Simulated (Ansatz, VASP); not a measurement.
# One calculation of B, two programs

```
B
1.0
     0.00000    2.01036    2.01036
     2.01036    0.00000    2.01036
     2.01036    2.01036    0.00000
B
2
Direct
  0.71750 0.92750 0.92750
  0.28250 0.07250 0.07250
```

Change from the starting cell: shortest bond scaled by 0.58, PAW files, ecut 800.

Alike in both runs: task single point; functional LDA; k mesh 13 × 13 × 13; occupations fermi-dirac, width 0.05 eV; no spin polarisation.

```csv
,VASP,Ansatz
version,VASP 6.6.1,Ansatz 0.2.0
potentials or method,"VASP PAW LDA potentials, release 64 (B)","PAW with Ansatz's default frozen-core files, scalar-relativistic"
plane-wave cutoff (eV),520,800
valence electrons in the cell,6,6
```

Ansatz gave:

| Item | Value |
| --- | --- |
| pressure (GPa) | 170.2 |
| largest component of the traceless stress (GPa) | 191.16 |
| rms of the force components (eV/Å) | 35.446 |

Estimate VASP's values.

pressure (GPa): 176.7; largest component of the traceless stress (GPa): 197.95; rms of the force components (eV/Å): 36.643.

Atom by atom the forces differ by 1.198 eV/Å (rms over components).

Caveats: the cell as given lies far from equilibrium; so large a pressure means that the cell lies far from this level's equilibrium, or that cutoff or potentials fall short (VASP); forces of over 1 eV/Å show positions far from the minimum, so gaps and moduli don't describe the material at rest.
